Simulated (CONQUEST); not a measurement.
# ZnSe (Stilleite) under changes of volume

One of the cells (22.757 Å³/atom); the others are scaled copies at fixed shape and fractional positions:

```
Se Zn
1.0
     4.00760    0.00000    0.00000
     0.00000    4.00760    0.00000
     0.00000    0.00000    5.66760
Se Zn
2 2
Direct
  0.00000 0.50000 0.25000
  0.50000 0.00000 0.75000
  0.00000 0.00000 0.00000
  0.50000 0.50000 0.50000
```

| Quantity | Value |
| --- | --- |
| Program | CONQUEST 1.3 |
| Functional | PBE |
| Potentials or basis | PseudoDojo NC PBE, DZ, grid of 40 × 40 × 60 points |
| k mesh | 7 × 7 × 5 |
| Occupations | fermi-dirac, width 0.05 eV |
| Spin | no spin polarisation |

```tsv
volume (Å³/atom)	energy over the lowest point (meV/atom)	pressure (GPa)	gap on the mesh (eV)
21.391	?	?	?
21.846	80.10	9.4	1.39
22.301	56.09	7.7	1.27
22.757	36.24	6.3	1.16
23.212	20.39	4.9	1.06
23.667	8.38	3.6	0.96
24.122	0.00	2.3	0.86
```

Question: What does the run at 21.391 Å³/atom give?

Answer: Energy over the lowest point 110.00 meV/atom; pressure 11.6 GPa; gap on the mesh 1.50 eV.

Worked out: A Birch-Murnaghan fit of order 3 (a polynomial in V^(-2/3)) to the other rows has no minimum within the range. It gives 108.44 meV/atom at 21.391 Å³/atom, against the run's 110.00, and -dE/dV = 10.8 GPa, against 11.6. A straight line through the other rows of the gap, of slope -5.31 eV per unit of ln V, extrapolates to 1.49 eV, against the run's 1.50.

Energies are extrapolated to zero smearing.

Caveats: the atomic basis is small; an odd mesh through Γ misses points on the zone boundary, where band edges often lie; the basis of atomic orbitals isn't converged, which shifts pressures, moduli and gaps; the real-space grid breaks the cell's symmetry a little (some runs). Spin-orbit coupling on Se is left out.
